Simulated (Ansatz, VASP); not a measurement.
**HfB: VASP beside Ansatz**

```
Hf B
1.0
    -0.02310    2.29845    2.29845
     2.29845   -0.02310    2.29845
     2.29845    2.29845   -0.02310
Hf B
1 1
Direct
  0.50000 0.50000 0.50000
  0.00000 0.00000 0.00000
```

Change from the starting cell: equal xy, yz and zx shear strains of -1 %.

Alike in both runs: task single point; functional LDA; k mesh 15 × 15 × 15; occupations fermi-dirac, width 0.05 eV; no spin polarisation.

|  | VASP | Ansatz |
| --- | --- | --- |
| version | VASP 6.6.1 | Ansatz 0.2.0 |
| potentials or method | VASP PAW LDA potentials, release 64 (Hf_pv, B), cutoff 520 eV | all-electron LAPW, scalar-relativistic |

|  | VASP | Ansatz | Ansatz less VASP |
| --- | --- | --- | --- |
| pressure (GPa) | 20.0 | 18.3 | -1.75 |
| largest component of the traceless stress (GPa) | 0.62 | 0.65 | +0.029 |

Ansatz ran all-electron here, so the differences hold the error of VASP's frozen core and of both bases.

Caveats: so large a pressure means that the cell lies far from this level's equilibrium, or that cutoff or potentials fall short (VASP). Spin-orbit coupling is left out, which matters for the levels of Hf.
